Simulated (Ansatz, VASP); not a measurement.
## Two plane-wave programs on Al

```xyz
9
Lattice="2.8535 0.0000 0.0000 -1.4268 2.4712 0.0000 0.0000 0.0000 32.7629" Properties=species:S:1:pos:R:3 pbc="T T T"
Al    0.0000    1.6475    7.0000
Al    0.0000    0.0000    9.3454
Al    1.4268    0.8237   11.6907
Al    0.0000    0.0000   14.0361
Al    0.0000    1.6475   16.3611
Al    0.0000    0.0000   18.6851
Al    1.4268    0.8237   21.0496
Al    0.0000    0.0000   23.3881
Al    0.0000    1.6475   25.7606
```

Alike in both runs: functional PBE; k mesh 12 × 12 × 1; occupations gaussian, width 0.1 eV; no spin polarisation.

Ansatz relaxed the structure, and its values are those at the end. VASP's run is a single point on that final structure, the one shown.

|  | VASP | Ansatz |
| --- | --- | --- |
| version | VASP 6.6.1 | Ansatz 0.2.0 |
| potentials or method | VASP PAW PBE potentials, release 64 (Al) | scalar-relativistic, plane waves, PAW |
| plane-wave cutoff (eV) | 520 | 420 |
| valence electrons in the cell | 27 | 27 |

```csv
,VASP,Ansatz,Ansatz less VASP
gap on the k mesh at the Fermi level (eV),none,none,-
rms of the force components (eV/Å),0.021,0.021,+0.0001
```

A gap of «none» marks a metal or a gap that the smearing closes.
